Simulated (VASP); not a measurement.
# HgSe (F-43m) in VASP: settings compared, part 2 of 2

VASP 6.6.1. The steps go on from the part before.

## (6) Band structure, PBE

INCAR reads:

```
PREC = Accurate ; ENCUT = 520
EDIFF = 1E-7 ; ISMEAR = 0
SIGMA = 0.03 ; LREAL = F
LASPH = T ; NELM = 80
ALGO = Normal ; ISIF = 2
LWAVE = F ; LCHARG = F
GGA = PE ; NBANDS = 16
KPAR = 4
```

KPOINTS reads:

```
regular mesh
0
Gamma
  6 6 6
```

POSCAR reads:

```
HgSe                                    
1.0
    0.0000000000      3.0728100868      3.0728100868
    3.0728100868      0.0000000000      3.0728100868
    3.0728100868      3.0728100868      0.0000000000
  Hg              Se            
     1     1
Direct
     0.0000000000000000    0.0000000000000000    0.0000000000000000
     0.2500000000000000    0.2500000000000000    0.2500000000000000
```

KPOINTS_OPT reads:

```
explicit points
6
Reciprocal
 0.0000000000  0.0000000000  0.0000000000 1
 0.3750000000  0.3750000000  0.7500000000 1
 0.5000000000  0.5000000000  0.5000000000 1
 0.6250000000  0.2500000000  0.6250000000 1
 0.5000000000  0.2500000000  0.7500000000 1
 0.5000000000  0.0000000000  0.5000000000 1
```

Potentials or basis: VASP PAW PBE potentials, release 64 (Hg, Se).

Command:

```sh
$ cat potpaw_PBE.64/Hg/POTCAR potpaw_PBE.64/Se/POTCAR > POTCAR
$ mpirun -np 4 vasp_std > vasp.out
```

OUTCAR:

```text
PREC = Accurate
   ENCUT = 520
   EDIFF = 1E-7
   ISMEAR = 0
   LREAL = F
   LASPH = T
   NELM = 80
   ISIF = 2
   GGA = PE

 ion  position               nearest neighbor table
   1  0.000  0.000  0.000-   2 2.66   2 2.66   2 2.66   2 2.66
   2  0.250  0.250  0.250-   1 2.66   1 2.66   1 2.66   1 2.66

  LATTYP: Found a face centered cubic cell.
 ALAT       =     6.1456201736

  Lattice vectors:

 A1 = (   0.0000000000,   3.0728100868,   3.0728100868)
 A2 = (   3.0728100868,   0.0000000000,   3.0728100868)
 A3 = (   3.0728100868,   3.0728100868,   0.0000000000)

Analysis of symmetry for initial positions (statically):
=====================================================================
 Subroutine PRICEL returns:
 Original cell was already a primitive cell.

 Routine SETGRP: Setting up the symmetry group for a
 face centered cubic supercell.

 Subroutine GETGRP returns: Found 24 space group operations
 (whereof 24 operations were pure point group operations)
 out of a pool of 48 trial point group operations.

The static configuration has the point symmetry T_d .

Analysis of symmetry for dynamics (positions and initial velocities):
=====================================================================
 Subroutine PRICEL returns:
 Original cell was already a primitive cell.

 Routine SETGRP: Setting up the symmetry group for a
 face centered cubic supercell.

 Subroutine GETGRP returns: Found 24 space group operations
 (whereof 24 operations were pure point group operations)
 out of a pool of 48 trial point group operations.

The dynamic configuration has the point symmetry T_d .

 Subroutine INISYM returns: Found 24 space group operations
 (whereof 24 operations are pure point group operations),
 and found     1 'primitive' translations

----------------------------------------------------------------------------------------

                                     Primitive cell

  volume of cell :      58.0279

  direct lattice vectors                    reciprocal lattice vectors
     0.000000000  3.072810087  3.072810087    -0.162717508  0.162717508  0.162717508
     3.072810087  0.000000000  3.072810087     0.162717508 -0.162717508  0.162717508
     3.072810087  3.072810087  0.000000000     0.162717508  0.162717508 -0.162717508

  length of vectors
     4.345609699  4.345609699  4.345609699     0.281834991  0.281834991  0.281834991

  position of ions in fractional coordinates (direct lattice)
     0.000000000  0.000000000  0.000000000
     0.250000000  0.250000000  0.250000000

  ion indices of the primitive-cell ions
   primitive index   ion index
                 1           1
                 2           2

----------------------------------------------------------------------------------------

 KPOINTS: regular mesh

Automatic generation of k-mesh.
 Grid dimensions read from file:
 generate k-points for:    6    6    6

 Generating k-lattice:

  Cartesian coordinates                     Fractional coordinates (reciprocal lattice)
    -0.027119585  0.027119585  0.027119585     0.166666667  0.000000000  0.000000000
     0.027119585 -0.027119585  0.027119585     0.000000000  0.166666667  0.000000000
     0.027119585  0.027119585 -0.027119585     0.000000000  0.000000000  0.166666667

  Length of vectors
     0.046972499  0.046972499  0.046972499

  Shift w.r.t. Gamma in fractional coordinates (k-lattice)
     0.000000000  0.000000000  0.000000000

 Subroutine IBZKPT returns following result:
 ===========================================

 Found     16 irreducible k-points:

 Following reciprocal coordinates:
            Coordinates               Weight
  0.000000  0.000000  0.000000      1.000000
  0.166667  0.000000  0.000000      8.000000
  0.333333  0.000000  0.000000      8.000000
  0.500000  0.000000  0.000000      4.000000
  0.166667  0.166667  0.000000      6.000000
  0.333333  0.166667  0.000000     24.000000
[... 8 lines left out ...]
 -0.333333  0.333333  0.166667     24.000000
 -0.333333  0.500000  0.166667     12.000000
   k-points           NKPTS =     16   k-points in BZ     NKDIM =     16   number of bands    NBANDS=     16
   number of dos      NEDOS =    301   number of ions     NIONS =      2
   total plane-waves  NPLWV =  32768
   dimension x,y,z NGX =    32 NGY =   32 NGZ =   32
   dimension x,y,z NGXF=    64 NGYF=   64 NGZF=   64
   ions per type =               1   1
   NGX,Y,Z   is equivalent  to a cutoff of  12.24, 12.24, 12.24 a.u.
   NGXF,Y,Z  is equivalent  to a cutoff of  24.48, 24.48, 24.48 a.u.
 SYSTEM =  unknown system
   PREC   = accura    normal or accurate (medium, high low for compatibility)
   ISTART =      0    job   : 0-new  1-cont  2-samecut
   ICHARG =      2    charge: 1-file 2-atom 10-const
   ISPIN  =      1    spin polarized calculation?
   LNONCOLLINEAR =      F non collinear calculations
   LSORBIT =      F    spin-orbit coupling
   LASPH  =      T    aspherical Exc in radial PAW
   ENCUT  =  520.0 eV  38.22 Ry    6.18 a.u.   8.08  8.08  8.08*2*pi/ulx,y,z
   NELM   =     80;   NELMIN=  2; NELMDL= -5     # of ELM steps
   EDIFF  = 0.1E-06   stopping-criterion for ELM
   LREAL  =      F    real-space projection
   EDIFFG = 0.1E-05   stopping-criterion for IOM
   NSW    =      0    number of steps for IOM
   IBRION =     -1    ionic relax: 0-MD 1-quasi-New 2-CG
   NFREE  =      0    steps in history (QN), initial steepest desc. (CG)
   ISIF   =      2    stress and relaxation
   ISYM   =      2    0-nonsym 1-usesym 2-fastsym
   POTIM  = 0.5000    time-step for ionic-motion
   TEBEG  =    0.0;   TEEND  =   0.0 temperature during run
   PSTRESS=    0.0 pullay stress
   NELECT =      18.0000    total number of electrons
   NUPDOWN=      -1.0000    fix difference up-down
   EMIN   =  10.00;   EMAX   =-10.00  energy-range for DOS
   EFERMI =   0.00;   METHOD = LEGACY
   ISMEAR =     0;   SIGMA  =   0.03  broadening in eV -4-tet -1-fermi 0-gaus
   EFERMI_NEDOS =   21; number of points for ismear=-14 and -15
   IALGO  =     38    algorithm
   IMIX   =      4    mixing-type and parameters
     AMIX     =   0.40;   BMIX     =  1.00
     AMIX_MAG =   1.60;   BMIX_MAG =  1.00
  volume/ion in A,a.u.               =      29.01       195.80
  Fermi-wavevector in a.u.,A,eV,Ry     =   1.108205  2.094203 16.709552  1.228117
  Thomas-Fermi vector in A             =   2.244729
   LORBIT       =      0    0 simple, 1 ext, 2 COOP (PROOUT), +10 PAW based schemes
   GGA     = PE    functional components
   LHFCALC =     F    Hartree Fock is set to
   AEXX    =    0.0000 exact exchange contribution
   IVDW    =     0    specifies the selected vdW correction
   LEPSILON=     F    determine dielectric tensor
   LRPA    =     F    only Hartree local field effects (RPA)
 non-spin polarized calculation
 Gauss-broadening in eV      SIGMA  =   0.03
  energy-cutoff  :      520.00
  volume of cell :       58.03
 maximum number of plane-waves:      1588
   NGX = 17   NGY = 17   NGZ = 17

 number of electron      18.0000000 magnetization

 Free energy of the ion-electron system (eV)
  ---------------------------------------------------
  ext. energy  EPLUGINS =         0.00000000
  ---------------------------------------------------
  free energy    TOTEN  =        -4.04952274 eV

  energy without entropy =       -4.04930849  energy(sigma->0) =       -4.04941562

 E-fermi :   1.4653     XC(G=0):  -8.9008

 val. band max:        1.4561866213   @ k =   0.0000   0.0000   0.0000
 cond. band min:       2.2594722665   @ k =   0.1667   0.0000   0.0000
 fundamental gap:      0.8032856452
 Fermi energy:         1.4653236922

 k-point     1 :       0.0000    0.0000    0.0000
  band No.  band energies     occupation
      1     -11.7907      2.00000
      2      -5.5347      2.00000
      3      -5.5347      2.00000
      4      -5.5347      2.00000
      5      -4.8437      2.00000
      6      -4.8437      2.00000
[... 8 lines left out ...]
     15      12.7107      0.00000
     16      12.7107      0.00000
[... 267 lines left out ...]
 k-point    16 :      -0.3333    0.5000    0.1667
  band No.  band energies     occupation
      1     -11.1984      2.00000
      2      -5.2804      2.00000
      3      -5.1446      2.00000
      4      -4.9974      2.00000
      5      -4.8088      2.00000
      6      -4.3317      2.00000
[... 8 lines left out ...]
     15      13.8172      0.00000
     16      13.9951      0.00000

------------------------ aborting loop because EDIFF is reached ----------------------------------------

  FORCE on cell =-STRESS in cart. coord.  units (eV):
  Direction    XX          YY          ZZ          XY          YZ          ZX
  --------------------------------------------------------------------------------------
  -------------------------------------------------------------------------------------
  Total        1.0876592      1.0876592      1.0876592      0.0000000      0.0000000     -0.0000000
  in kB       30.0307547     30.0307547     30.0307547      0.0000000      0.0000000     -0.0000000
  external PRESSURE =      30.0307547 kB  Pullay stress =       0.0000000 kB

 VOLUME and BASIS-vectors are now :
 -----------------------------------------------------------------------------
  energy-cutoff  :      520.00
  volume of cell :       58.03
      direct lattice vectors                 reciprocal lattice vectors
     0.000000000  3.072810087  3.072810087    -0.162717508  0.162717508  0.162717508
     3.072810087  0.000000000  3.072810087     0.162717508 -0.162717508  0.162717508
     3.072810087  3.072810087  0.000000000     0.162717508  0.162717508 -0.162717508

 POSITION                                       TOTAL-FORCE (eV/Angst)
 -----------------------------------------------------------------------------------
      0.00000      0.00000      0.00000        -0.000000     -0.000000     -0.000000
      1.53641      1.53641      1.53641         0.000000      0.000000      0.000000
 -----------------------------------------------------------------------------------
    total drift:                                0.000000      0.000000      0.000000

  FREE ENERGIE OF THE ION-ELECTRON SYSTEM (eV)
  ---------------------------------------------------
  free  energy   TOTEN  =        -4.0495227445 eV

  energy  without entropy=       -4.0493084912  energy(sigma->0) =       -4.04941562
```

It took 5.7 s on 4 MPI ranks of Intel Xeon Platinum 8375C at 2.90GHz (Ice Lake), shared host; peak memory 0.18 GiB.

What came out:

| Quantity | Value |
| --- | --- |
| Free energy | -4.0495 eV |
| Pressure | 3.0 GPa |
| Band gap along the path | none (metal or under the smearing width) |

Levels at points of the mesh, in eV from the Fermi level:
| k point | band 7 | band 8 | band 9 | band 10 | band 11 | band 12 |
| --- | --- | --- | --- | --- | --- | --- |
| (0.00, 0.00, 0.00) | -0.99 | -0.01 | -0.01 | -0.01 | 5.52 | 5.52 |
| (0.50, 0.00, 0.00) | -5.31 | -0.92 | -0.92 | 1.10 | 6.26 | 6.26 |
| (0.50, 0.50, 0.00) | -4.95 | -2.18 | -2.18 | 2.74 | 3.06 | 8.40 |

Caveat: spin-orbit coupling is left out, which moves the levels of the heavy elements.

## (7) Summary

```tsv
level	spin	k mesh	screening parameter	exchange at q = 0	mesh quality	pressure (GPa)
PBE	off	6 × 6 × 6	-	-	not flagged	3.0
HSE06	off	6 × 6 × 6	0.2 1/A	-	not flagged	1.0
PBE0	off	6 × 6 × 6	-	truncated	not flagged	0.9
HSE06	SOC, no magnetisation	4 × 4 × 4	0.2 1/A	-	coarse	1.0
```

Alike in all rows: task band structure; potentials or basis VASP PAW PBE potentials, release 64 (Hg, Se); cell as given; cutoff (eV) 520; smearing gaussian 0.03 eV.

Caveats: some runs use coarse meshes; spin-orbit coupling is left out, which moves the levels of the heavy elements (some runs); the PAW data sets were made with another functional, which shifts forces and pressure a little (some runs).

Absolute energies hang on the potentials; compare differences alone.
